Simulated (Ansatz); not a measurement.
Space group I4/mmm (No. 139). a = 3.535 Å, b = 3.535 Å, c = 4.356 Å, α = 90.00°, β = 90.00°, γ = 90.00°
```json
{"atom": "Sn", "site": "2a", "symmetry": "4/mmm", "x": "0.0000", "y": "0.0000", "z": "0.0000"}
```

Equation of state of this Sn structure (not necessarily the ground state), with shape and atoms relaxed at each volume where symmetry leaves them free. It has no gap at any of these volumes. These are results of DFT r2SCAN, scalar-relativistic, plane waves, PAW in Ansatz, not measurements.

Cutoff 500 eV; k points 16×16×16 on the computed 1-atom cell (Γ-centred); Gaussian smearing, width 0.10 eV; no spin polarisation.

```json
{"V (Å³/atom)": "25.580", "E − E(largest V) (meV/atom)": "2.92", "P (GPa)": "3.58"}
{"V (Å³/atom)": "26.397", "E − E(largest V) (meV/atom)": "-9.90", "P (GPa)": "1.65"}
{"V (Å³/atom)": "27.213", "E − E(largest V) (meV/atom)": "-13.79", "P (GPa)": "-0.01"}
{"V (Å³/atom)": "28.029", "E − E(largest V) (meV/atom)": "-10.09", "P (GPa)": "-1.40"}
{"V (Å³/atom)": "28.846", "E − E(largest V) (meV/atom)": "0.00", "P (GPa)": "-2.59"}
```

**Question.** Fit a third-order Birch–Murnaghan equation to E(V).

**Answer.** V0 = 27.20 Å³/atom, B0 = 49 GPa, B0' = 4.6.

This form isn't the element's structure at ambient conditions.